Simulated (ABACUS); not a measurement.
Runs of ABACUS 3.10.1 on V. The structure is cubic, space group Im-3m (No. 229). Conventional cell: a = 3.029 Å, b = 3.029 Å, c = 3.029 Å, α = 90.00°, β = 90.00°, γ = 90.00°. V (site symmetry m-3m) has 8 V at 2.62 Å as nearest neighbours. 

```csv
task,level,cell,max steps of the relaxation,force threshold,optimiser,stress threshold,max steps,gap on the mesh (eV),pressure (GPa),moment (μB),relaxed volume (Å³/atom)
relaxation of cell and atoms,revTPSS,relaxed,60,0.01 eV/Å,cg,0.2 kbar,-,none,0.0,(c),12.98
single point,rSCAN,as given,-,-,-,-,-,none,(a),0.36,-
relaxation of cell and atoms,rSCAN,relaxed,-,0.02 eV/Å,ASE BFGS,-,60,none,0.0,0.28,13.12
single point,TASK,as given,-,-,-,-,-,none,417.1,0.56,-
single point,revTPSS,as given,-,-,-,-,-,none,-11.7,(b),-
```

Alike in all rows: potentials or basis SG15 ONCV 1.2 PBE, plane waves; spin collinear, ferromagnetic start; k mesh 8 × 8 × 8; cutoff (eV) 1320; smearing fermi-dirac 0.05 eV; the mesh is coarse, so values aren't converged.

Question: Fill in the values left out.

Answer: (a) -9.7; (b) 0.18; (c) 0.00.

Caveats: all runs use coarse meshes; the potentials were made for another functional, which shifts forces and pressure; a pressure of tens of GPa on the cell as given is suspect, and the run, the potentials or the cell itself is likely at fault (some runs).

A gap of «none» marks a metal or a gap under the smearing width.

Runs at the PBE level aren't shown here.
